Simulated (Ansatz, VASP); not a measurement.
## KCl: VASP beside Ansatz

Contents of INCAR:

```
ALGO = Normal
EDIFF = 1E-7
ENCUT = 520
GGA = PS
ISIF = 2
ISMEAR = -1
LASPH = True
LCHARG = False
LREAL = False
LWAVE = False
NBANDS = 15
NELM = 80
PREC = Accurate
SIGMA = 0.02
```

File KPOINTS:

```
k-points
0
Gamma
  7 7 7
```

POSCAR

```
KCl
1.0
    3.7052729967      0.0000000000      0.0000000000
    0.0000000000      3.7052729967      0.0000000000
    0.0000000000      0.0000000000      3.7052729967
K Cl
1 1
Direct
    0.0000000000      0.0000000000      0.0000000000
    0.5000000000      0.5000000000      0.5000000000
```

Input for Ansatz:

```yaml
crystal:
  lattice:
    - [3.7052729967, 0.0, 0.0]
    - [0.0, 3.7052729967, 0.0]
    - [0.0, 0.0, 3.7052729967]
  atoms:
    - { symbol: K, position: [0.0, 0.0, 0.0] }
    - { symbol: Cl, position: [0.5, 0.5, 0.5] }
kpoints:
  mp_grid: { grid: [7, 7, 7] }
  band_path:
    path:
      - [0.0, 0.0, 0.0]
      - [0.0, 0.5, 0.0]
      - [0.5, 0.5, 0.0]
      - [0.0, 0.0, 0.0]
      - [0.5, 0.5, 0.5]
      - [0.0, 0.5, 0.0]
      - [0.5, 0.5, 0.5]
      - [0.5, 0.5, 0.0]
    npoints: 5
scf:
  occupations: { method: fermi_dirac, width: 0.02 }
hamiltonian:
  xc: pbesol
  pseudopotentials: { kind: all_electron, lapw: { basis_error: 0.0005 } }
output:
  forces: true
  stress: true
  eigenvalues: true
```

Change from the starting cell: volume scaled by 1.06.

Alike in both runs: task single point; functional PBEsol; k mesh 7 × 7 × 7; occupations fermi-dirac, width 0.02 eV; no spin polarisation.

|  | VASP | Ansatz |
| --- | --- | --- |
| version | VASP 6.6.1 | Ansatz 0.2.0 |
| potentials or method | VASP PAW PBE potentials, release 64 (K_sv, Cl) | all-electron LAPW, scalar-relativistic |
| plane-wave cutoff (eV) | 520 | see its input |

|  | VASP | Ansatz | Ansatz less VASP |
| --- | --- | --- | --- |
| gap on the k mesh at the Fermi level (eV) | 5.10 | 5.11 | +0.004 |
| pressure (GPa) | 0.7 | 0.6 | -0.06 |

Ansatz ran all-electron here, so the differences hold the error of VASP's frozen core and of both bases.

Caveats: the PAW data sets were made with another functional, which shifts forces and pressure a little (VASP); an odd mesh through Γ misses points on the zone boundary, where band edges often lie.
